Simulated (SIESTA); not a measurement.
Crystal: Pd.

```
Pd
1.0
     0.00000    1.94650    1.94650
     1.94650    0.00000    1.94650
     1.94650    1.94650    0.00000
Pd
1
Cartesian
  0.0000 0.0000 0.0000
```

Base run:

* Program: SIESTA 5.4.2
* Functional: PBEsol
* Potentials or basis: PseudoDojo 0.4 standard (PBEsol files)
* Basis: DZP (energy shift 0.003 Ry; two zetas on semicore shells)
* Grid cutoff: 800 Ry
* Energy shift: 0.003 Ry
* k mesh: 12 × 12 × 12
* Occupations: fermi-dirac, width 0.05 eV
* Spin: no spin polarisation

Its results: band gap on the k mesh none (metal or under the smearing width); pressure -2.4 GPa.

Q: The run is repeated on the same cell with these changes: functional from PBEsol to PBE; potentials or basis from PseudoDojo 0.4 standard (PBEsol files) to PseudoDojo 0.4 standard (PBE files). What comes out?

A: Band gap on the k mesh none (metal or under the smearing width); pressure 7.4 GPa.

Caveats: the basis of atomic orbitals isn't converged, which shifts pressures, moduli and gaps.
